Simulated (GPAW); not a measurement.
The system is NiO.

```
Ni O
1.0
     0.00000    2.28355    2.28355
     2.28355    0.00000    2.28355
     2.28355    2.28355    0.00000
Ni O
1 1
Direct
  0.00000 0.00000 0.00000
  0.25000 0.25000 0.25000
```

Measurements of this composition are mostly on another form, of space group No. 225.

Base run:

```yaml
Program: GPAW 26.7.0
Functional: LDA
Potentials_or_basis: the program's PAW data sets (release 1.2.1) made for this functional
Cutoff: 800 eV
Basis: pw
k_mesh: 7 × 7 × 7
Occupations: gaussian, width 0.05 eV
Spin: collinear spin, zero start
Starting_moments: "[0.0, 0.0] μB"
Hubbard_terms: Ni d U = 6 eV
```

Its results: band gap on the k mesh none (metal or under the smearing width); pressure -24.8 GPa; net moment 0.00 μB per cell.

The run is repeated on the same cell with these changes: spin from collinear spin, zero start to collinear spin, ferromagnetic start; moments at the start from [0.0, 0.0] to [1.0, 0.0]. What comes out?

Band gap on the k mesh none (metal or under the smearing width); pressure -17.6 GPa; net moment 2.01 μB per cell; site moments Ni +1.71; O +0.22 μB.

Caveats: the stock nickel data set gives pressures a few GPa off other programs; the run has no moments, though such compounds are often magnetic (some runs); a magnetic state may lie lower (some runs); a cell with one magnetic atom can't hold antiferromagnetic order, which such compounds often take (some runs).
